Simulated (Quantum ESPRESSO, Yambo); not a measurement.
Planning a run of Quantum ESPRESSO 7.5 on KBr (Fm-3m). The input:

```
&control
  calculation = 'nscf'
  prefix = 'x'
  outdir = 'o'
  pseudo_dir = 'pseudo'
/
&system
  ibrav = 0
  nat = 2
  ntyp = 2
  ecutwfc = 76.0
  nbnd = 176
  force_symmorphic = .true.
/
&electrons
  conv_thr = 1e-9
  electron_maxstep = 80
  diago_full_acc = .true.
  diago_thr_init = 5e-6
/
ATOMIC_SPECIES
  K 39.098 K.upf
  Br 79.904 Br.upf
CELL_PARAMETERS angstrom
  0.0000000000 3.3000000000 3.3000000000
  3.3000000000 0.0000000000 3.3000000000
  3.3000000000 3.3000000000 0.0000000000
ATOMIC_POSITIONS crystal
  K 0.0000000000 0.0000000000 0.0000000000
  Br 0.5000000000 0.5000000000 0.5000000000
K_POINTS automatic
  4 4 4 0 0 0
```

```sh
OMP_NUM_THREADS=1 mpirun -n 4 pw.x -nk 4 -in pw.in > pw.out
```

How long will it take on 4 MPI ranks of Arm Neoverse V1, shared host, and how much memory?

It took 21 s; on shared hardware allow 10 s to 42 s. Peak host memory was 0.54 GiB.

[Paths, hosts, dates, memory and timing lines, banners, echoed tables and standing remarks are left out of the program output.]

[Logs are printed without paths, hosts, clocks, repeated set-up lines and the standing remarks that a program may print on its own settings, such as how far it seeks lower states.]

[Runs of the session that timed out or met a known fault of the program may be left out.]

[Hosts, paths, dates, database ids (printed as entryN), source tags and the programs' standing remarks are cut or masked in the printed files.]
